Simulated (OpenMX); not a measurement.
Crystal: SnSe2.

```xyz
3
Lattice="3.8110 0.0000 0.0000 -1.9055 3.3004 0.0000 0.0000 0.0000 6.1360" Properties=species:S:1:pos:R:3 pbc="T T T"
Sn    0.0000    0.0000    0.0000
Se    1.9055    1.1001    4.6081
Se    0.0000    2.2003    1.5279
```

Base run:

```yaml
Program: OpenMX 3.8.5
Functional: PBE
Potentials_or_basis: OpenMX 2013 PBE set, Sn7.0-s3p2d1, Se7.0-s3p2d1, grid cutoff 500 Ry
k_mesh: 7 × 7 × 5
Occupations: fermi-dirac, width 0.05 eV
Spin: no spin polarisation
```

Its results: band gap on the k mesh 0.82 eV, indirect (least direct gap 1.18 eV); pressure 7.5 GPa; largest force 1.190 eV/Å.

Problem. The run is repeated on the same cell with these changes: potentials or basis from OpenMX 2013 PBE set, Sn7.0-s3p2d1, Se7.0-s3p2d1, grid cutoff 500 Ry to OpenMX 2013 PBE set, Sn7.0-s3p2d2, Se7.0-s3p2d2, grid cutoff 500 Ry. What comes out?

Solution. Band gap on the k mesh 0.75 eV, indirect (least direct gap 1.13 eV); pressure 7.0 GPa; largest force 1.110 eV/Å.

Caveats: spin-orbit coupling is left out, which moves the levels of the heavy elements; this functional lacks dispersion, which binds the layers, so the pressure and a relaxed spacing across them are unreliable; the basis of atomic orbitals isn't converged, which shifts pressures, moduli and gaps; forces of over 1 eV/Å show positions far from the minimum, so gaps and moduli don't describe the material at rest.

A k mesh can miss the band edges.
